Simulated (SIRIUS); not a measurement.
**BaTe under changes of volume**

One of the cells (40.445 Å³/atom); the others are scaled copies at fixed shape and fractional positions:

```
Ba Te
1.0
     0.00000    3.43258    3.43258
     3.43258    0.00000    3.43258
     3.43258    3.43258    0.00000
Ba Te
1 1
Direct
  0.00000 0.00000 0.00000
  0.50000 0.50000 0.50000
```

```yaml
Program: SIRIUS 7.12.0
Functional: PBE
Potentials_or_basis: all-electron FP-LAPW
Cutoff: 170 eV
Basis: apw+lo standard
k_mesh: 7 × 7 × 7
Occupations: fermi-dirac, width 0.05 eV
Spin: no spin polarisation
```

```tsv
volume (Å³/atom)	energy over the lowest point (meV/atom)	gap on the mesh (eV)
37.273	?	?
38.066	85.77	1.38
38.859	59.71	1.43
40.445	21.86	1.53
41.238	9.04	1.57
42.031	0.00	1.61
```

Problem. What does the run at 37.273 Å³/atom give?

Solution. Energy over the lowest point 117.25 meV/atom; gap on the mesh 1.32 eV.

Worked out: A Birch-Murnaghan fit of order 3 (a polynomial in V^(-2/3)) to the other rows has no minimum within the range. It gives 117.18 meV/atom at 37.273 Å³/atom, against the run's 117.25. A straight line through the other rows of the gap, of slope 2.34 eV per unit of ln V, extrapolates to 1.33 eV, against the run's 1.32.

Energies are extrapolated to zero smearing.

Caveats: spin-orbit coupling is left out, which moves the levels of the heavy elements; an odd mesh through Γ misses points on the zone boundary, where band edges often lie.
